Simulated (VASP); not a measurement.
# GaAs(110): relaxation, ionisation energy and affinity, part 2 of 2

Where do the bulk band edges lie against the vacuum outside GaAs(110)? The crystal is strained by -1 % in the plane, against this functional's own lattice.

VASP 6.6.1, plane waves and PAW; the level of theory is named at each step.

So far, gap on the k-mesh (eV): step 4 (band edges of the bulk) 0.158.

### Step 8. Vacuum level and density of states

A static run writes the electrostatic potential without exchange and correlation (LVHAR), which is flat in the vacuum and gives the level to count from. The dipole correction cancels the field that unlike faces would set up across the vacuum.

INCAR

```
SYSTEM = GaAs
PREC = Normal
ENCUT = 320
EDIFF = 1E-06
NELM = 120
ISMEAR = 0
SIGMA = 0.03
LREAL = Auto
ALGO = Fast
GGA = PE
NBANDS = 54
LORBIT = 11
LWAVE = .FALSE.
LCHARG = .TRUE.
KPAR = 2
IDIPOL = 3
LDIPOL = .TRUE.
DIPOL = 0.5 0.5 0.5
LVHAR = .TRUE.
LVACPOTAV = .TRUE.
NEDOS = 1500
```

POSCAR

```
GaAs
1.0
    4.0327186493      0.0000000000      0.0000000000
    0.0000000000      5.7031254071      0.0000000000
    0.0000000000      0.0000000000     32.3926095776
Ga As
9 9
Direct
    0.0000000000      0.0584381682      0.2606714721
    0.5000000000      0.4813659319      0.3065264792
    0.0000000000      0.9892401583      0.3742094568
    0.5000000000      0.4884993200      0.4359957253
    0.0000000000      0.9908118625      0.5000000000
    0.5000000000      0.4884993200      0.5640042747
    0.0000000000      0.9892401583      0.6257905432
    0.5000000000      0.4813659319      0.6934735208
    0.0000000000      0.0584381682      0.7393285279
    0.0000000000      0.7358547327      0.3109454688
    0.5000000000      0.2703465890      0.2384589451
    0.0000000000      0.7409078165      0.4370533160
    0.5000000000      0.2433653711      0.3721310945
    0.0000000000      0.7409078165      0.5629466840
    0.5000000000      0.2431519622      0.5000000000
    0.0000000000      0.7358547327      0.6890545312
    0.5000000000      0.2433653711      0.6278689055
    0.5000000000      0.2703465890      0.7615410549
```

KPOINTS

```
Automatic mesh
0
Gamma
6 4 1
0 0 0
```

KPOINTS_OPT

```
Line mode
14
Line-mode
Reciprocal
  0.00000000   0.00000000   0.00000000 GAMMA
  0.50000000   0.00000000   0.00000000 X

  0.50000000   0.00000000   0.00000000 X
  0.50000000   0.50000000   0.00000000 S

  0.50000000   0.50000000   0.00000000 S
  0.00000000   0.50000000   0.00000000 Y

  0.00000000   0.50000000   0.00000000 Y
  0.00000000   0.00000000   0.00000000 GAMMA

  0.00000000   0.00000000   0.00000000 GAMMA
  0.50000000   0.50000000   0.00000000 S
```

PAW data sets: Ga and As (PBE family, release 64).

Launch:

```sh
$ mpirun -np 4 vasp_std
```

Wall time 3.9 min (4 MPI ranks of AMD EPYC 7R43, shared host); peak memory 1.2 GiB.

This step gave:

- electronic cycles: 22
- Fermi energy: -0.5489 eV
- least gap on mesh and path: 0.6826 eV
- least direct gap on mesh and path: 0.6826 eV
- vacuum levels: 4.133, 4.133 eV
- ionisation potentials of the upper and lower face: 4.810, 4.810 eV
- electron affinities of the upper and lower face: 4.128, 4.128 eV

Electronic bands along the path, in eV, zero at the valence-band top; v1 is the highest filled band, c1 the lowest empty one:

| point | v4 | v3 | v2 | v1 | c1 | c2 | c3 | c4 |
| --- | --- | --- | --- | --- | --- | --- | --- | --- |
| Γ | -0.33 | -0.27 | -0.11 | 0.00 | 0.68 | 1.46 | 1.55 | 1.63 |
| 0.46 of the way | -1.18 | -1.11 | -0.91 | -0.57 | 1.62 | 1.81 | 2.03 | 2.22 |
| X | -1.70 | -1.47 | -1.23 | -1.08 | 0.88 | 0.92 | 1.65 | 1.88 |
| 0.46 of the way | -1.48 | -1.45 | -1.11 | -1.01 | 1.16 | 1.26 | 2.00 | 2.03 |
| S | -1.32 | -1.25 | -0.91 | -0.88 | 0.78 | 1.36 | 1.36 | 2.40 |
| 0.46 of the way | -1.15 | -1.13 | -0.87 | -0.87 | 1.79 | 1.91 | 2.05 | 2.38 |
| Y | -1.01 | -0.99 | -0.94 | -0.90 | 0.96 | 1.16 | 1.20 | 1.59 |
| 0.46 of the way | -0.62 | -0.61 | -0.60 | -0.57 | 1.30 | 1.32 | 1.44 | 1.66 |
| Γ | -0.33 | -0.27 | -0.11 | 0.00 | 0.68 | 1.46 | 1.55 | 1.63 |
| 0.46 of the way | -1.11 | -0.99 | -0.64 | -0.62 | 1.47 | 1.79 | 1.91 | 2.33 |
| S | -1.32 | -1.25 | -0.91 | -0.88 | 0.78 | 1.36 | 1.36 | 2.40 |

Of the projections kept (Ga, As), the largest for each band there; the rest of the weight can lie on other orbitals:

| point | v4 | v3 | v2 | v1 | c1 | c2 | c3 | c4 |
| --- | --- | --- | --- | --- | --- | --- | --- | --- |
| Γ | As 0.65 | As 0.65 | As 0.67 | As 0.69 | Ga 0.51 | As 0.55 | Ga 0.63 | Ga 0.59 |
| X | As 0.57 | As 0.57 | As 0.65 | As 0.65 | Ga 0.81 | Ga 0.82 | Ga 0.63 | Ga 0.70 |
| S | As 0.58 | As 0.60 | As 0.64 | As 0.68 | Ga 0.71 | Ga 0.56 | Ga 0.68 | Ga 0.51 |
| Y | As 0.58 | As 0.58 | As 0.62 | As 0.63 | Ga 0.69 | Ga 0.61 | Ga 0.72 | Ga 0.54 |
| Γ | As 0.65 | As 0.65 | As 0.67 | As 0.69 | Ga 0.51 | As 0.55 | Ga 0.63 | Ga 0.59 |
| S | As 0.58 | As 0.60 | As 0.64 | As 0.68 | Ga 0.71 | Ga 0.56 | Ga 0.68 | Ga 0.51 |

The planar average of the electrostatic potential oscillates, so the rows of the table below give means over windows of 2.14 Å about each position, cut where the curve ends. Its maxima inside the range that stand out by 2 % of the span (Å: eV): 8.7: -0.291, 11.0: 0.547, 13.2: 0.221, 15.2: 0.355, 16.2: -3.87, 17.2: 0.355, 19.2: 0.221, 21.4: 0.547, 23.7: -0.291. Its minima: 8.0: -4.09, 10.2: -4.44, 11.8: -4.17, 14.4: -4.16, 16.0: -4.07, 16.4: -4.07, 18.0: -4.16, 20.6: -4.17, 22.2: -4.44, 24.4: -4.09.

Zero at the Fermi level. Table of planar average of the electrostatic potential by height; means over each step:

| height (Å) | planar average of the electrostatic potential (eV) |
| --- | --- |
| 1.07 | 4.68 |
| 3.21 | 4.68 |
| 5.35 | 4.58 |
| 7.49 | -0.752 |
| 9.63 | -2.91 |
| 11.77 | -2.44 |
| 13.91 | -2.48 |
| 16.05 | -2.44 |
| 18.19 | -2.44 |
| 20.33 | -2.38 |
| 22.47 | -2.93 |
| 24.61 | -1.32 |
| 26.75 | 4.45 |
| 28.89 | 4.68 |
| 31.03 | 4.68 |

Density of states in the PAW spheres, an atom over height of the layer and energy from the Fermi level.

Ten even steps from '_' (0.00 states/eV) to '@' (1.00 states/eV), each cell a mean:
```
______________________________
______________________________
____________..__..____________
--::..--....::..::....--..::--
##==::==--::------::--==::==##
**----====--==--==--====----**
++--++========++========++--++
----========++==++========----
::::----==----------==----::::
..::----------------------::..
..::::::::----------::::::::..
__..........__..__..........__
__....__________________....__
..::....______________....::..
..::......................::..
..::....______________....::..
..++==::::--..::..--::::==++..
::##@@--**@@--**--@@**--@@##::
____..__::==..--..==::__..____
______________________________
______________________________
______________________________
```
Columns: height of the layer (Å) from 7.7 to 24.7 (not evenly spaced); rows upwards: energy from the Fermi level (eV) from -7.9 to 0.5.

Electrostatic potential energy in the cb plane at fractional x = 0.000, with atoms of Ga and As within 0.2 Å of it. With pseudopotentials it is smooth inside the atoms' cores, unlike the true potential.

Ten even steps from '0' (-35 eV) to '9' (4 eV), each cell a mean:
```
99999999999999999999854555788875899568888857
99999999999999999999886667633676565576325764
99999999999999999999999886100168766771000577
99999999999999999999999984033048988860250388
99999999999999999999999985011058999861010489
99999999999999999999999997411479999985113799
99999999999999999999999999877899999998778899
99999999999999999999999999999999999999999999
99999999999999999999999999999999999999999999
99999999999999999999999999999999999999999999
99999999999999999999998889999999999999999999
99999999999999999999976557899999888999999998
99999999999999999999855755799998656789999986
99999999999999999999749995789985575579999865
99999999999999999999748985789975899569999857
```
Columns run along c (16.0 Å, from fractional 0.00 to 0.50 of the cell; values clipped at the 3rd and 97th percentile), rows up along b (5.7 Å). Atoms in or near the plane, at fractional coordinates: Ga at (0.26, 0.06), Ga at (0.37, 0.99), As at (0.31, 0.74), As at (0.44, 0.74).

Valence density in the cb plane at fractional x = 0.000, with atoms of Ga and As within 0.2 Å of it. It is the smooth field of the valence electrons, not physical close to the nuclei.

Values in e/Å³, 8 rows by 16 columns, each cell a mean:
```
0.00 0.00 0.00 0.00 0.00 0.00 0.01 0.07 0.21 0.41 0.38 0.26 0.16 0.37 0.39 0.29
0.00 0.00 0.00 0.00 0.00 0.00 0.00 0.02 0.14 0.48 0.37 0.33 0.21 0.50 0.33 0.36
0.00 0.00 0.00 0.00 0.00 0.00 0.00 0.01 0.07 0.41 0.36 0.19 0.08 0.40 0.36 0.22
0.00 0.00 0.00 0.00 0.00 0.00 0.00 0.01 0.03 0.21 0.29 0.06 0.03 0.18 0.29 0.07
0.00 0.00 0.00 0.00 0.00 0.00 0.01 0.02 0.03 0.06 0.06 0.03 0.02 0.04 0.06 0.03
0.00 0.00 0.00 0.00 0.00 0.00 0.01 0.06 0.10 0.05 0.02 0.05 0.06 0.03 0.02 0.04
0.00 0.00 0.00 0.00 0.00 0.00 0.02 0.13 0.18 0.11 0.04 0.12 0.16 0.05 0.03 0.11
0.00 0.00 0.00 0.00 0.00 0.00 0.01 0.13 0.07 0.18 0.10 0.17 0.12 0.13 0.09 0.17
```
Columns run along c (16.0 Å, from fractional 0.00 to 0.50 of the cell), rows up along b (5.7 Å). Atoms in or near the plane, at fractional coordinates: Ga at (0.26, 0.06), Ga at (0.37, 0.99), As at (0.31, 0.74), As at (0.44, 0.74).

The map of layer states is cut here 0.5 eV above the Fermi level, so it leaves out the states above that.

The vacuum level lies 4.81 eV above the highest filled level at the upper face; both faces agree, as the slab has next to no dipole.

The program found no field-free point at its default tolerance, but its printed level agrees with the flat part of the planar average.

### Step 9. Lining up bulk and slab

This step: band edges against the vacuum, PBE; plane waves and PAW (VASP 6.6.1).

No new run; the numbers come from the runs before.

Numbers from this step:

- ionisation energy: 4.790 eV
- offset spread: 0.01060 eV
- bulk gap: 0.2163 eV
- slab gap: 0.6826 eV
- electron affinity: 4.574 eV
- buckling: 0.7195 Å
- tilt: 30.77 degree
- surface energy, relaxed: 0.5845 J/m²

The averaged core potentials of the four middle atoms lie -3.108 eV from those of the bulk run. The bulk valence top (2.451 eV), moved by that offset, is taken from the upper vacuum level (4.133 eV).

### Step 10. Outcome

```
ionisation energy       : 4.79 eV
electron affinity       : 4.57 eV
buckling                : 0.720 Å
surface energy, relaxed : 0.585 J/m²
```

What this shows: The bulk valence-band top lies 4.79 eV below the vacuum of GaAs(110), strained by -1 % in the plane, and the conduction-band bottom 4.57 eV. The top layer buckles by 0.72 Å, a tilt of 31°, with As outermost, as the anion takes the dangling-bond electrons and the cation flattens towards sp². The surface costs 0.58 J/m² against the strained bulk. The slab's least gap is 0.68 eV, against 0.22 eV in the bulk. Confinement widens it, surface states can narrow it, and the two gaps need not lie at the same wave vector; the faces' own affinities count to the slab's lowest empty state. The offsets of the four middle atoms spread by 0.01 eV; a shift common to all four would not show in it. The bulk edges are read on a mesh, so a band minimum between its points makes the gap too large and the affinity too small. One thickness was run. Semilocal band edges put the valence top too high and the gap too small. Spin-orbit coupling, left out here, would raise the valence top further.

Computed beside measured:

| quantity | measured | PBE |
| --- | --- | --- |
| lattice constant a (Å) | 5.653 | 5.761 (+1.9 %) |
| band gap (direct gap) (eV) | 1.412 | 0.16 (-1.25 eV) |

Measured values from pmc:9457441 (2022) and arxiv:0805.2212 (2008).

Verdict: The lattice constant a is off by +1.9 %: a clear miss. The band gap is off by -1.25 eV: a clear miss. Local and semilocal functionals usually give gaps below the measured ones. Zero-point and thermal motion shift the measured gap. The grades are ours: good and fair within 0.7 and 1.5 % for the lattice constant a. Zero-point motion and thermal expansion are not in the computed lattice constants. As a rule both would widen the computed cell, so the excess over experiment is if anything larger than shown.

[Lines on the potential files, build, host, timing and source positions are cut from VASP's logs without a mark.]

[Logs are printed without paths, hosts, clocks, repeated set-up lines and the standing remarks that a program may print on its own settings, such as how far it seeks lower states.]

[Hosts, paths, dates, database ids (printed as entryN), source tags and the programs' standing remarks are cut or masked in the printed files.]

[Runs that stopped without an error message from VASP are left out.]
